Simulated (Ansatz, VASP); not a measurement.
## One calculation of CaO, two programs

```
CELL_PARAMETERS angstrom
-1.55296 1.55296 5.82128
1.55296 -1.55296 5.82128
1.55296 1.55296 -5.82128
ATOMIC_POSITIONS crystal
Ca 0.04236 0.04236 0.00000
Ca 0.79236 0.29236 0.50000
O 0.45764 0.45764 0.00000
O 0.20764 0.70764 0.50000
```

The cell was built by a generator and needn't be a form met in nature.

Alike in both runs: task relaxation of cell and atoms; functional PBEsol; dispersion D4; k mesh 9 × 9 × 9; occupations fermi-dirac, width 0.05 eV; no spin polarisation.

```csv
,VASP,Ansatz
version,VASP 6.6.1,Ansatz 0.2.0
potentials or method,"VASP PAW PBE potentials, release 64 (Ca_sv, O)",Ansatz PAW
plane-wave cutoff (eV),600,420
valence electrons in the cell,32,32
```

Ansatz gave:

* gap on the k mesh at the Fermi level, each at its own relaxed structure (eV): 3.52
* relaxed volume (Å³/atom): 13.29
* relaxed cell length with the largest relative difference (Å): 6.104
* energy change over the relaxation (meV/atom): -13

Task: Estimate VASP's values.

Result: gap on the k mesh at the Fermi level, each at its own relaxed structure (eV): 3.49; relaxed volume (Å³/atom): 13.35; relaxed cell length with the largest relative difference (Å): 6.110; energy change over the relaxation (meV/atom): -11.

Caveats: the PAW data sets were made with another functional, which shifts forces and pressure a little (VASP); an odd mesh through Γ misses points on the zone boundary, where band edges often lie (VASP); odd divisions of the mesh miss points on the zone boundary, where band edges often lie, so the gap on the mesh can be too wide (Ansatz); the plane-wave basis is chosen anew once the cell has moved, so the energies of steps on either side of that aren't comparable (Ansatz); the pressure holds a Pulay correction of +0.5 GPa for the finite cutoff (Ansatz); the PAW data sets come from PBE, with cores solved anew for the run's functional, which leaves a small shift of forces and pressure (Ansatz). As with any semilocal functional, this PBEsol gap is likely too small.
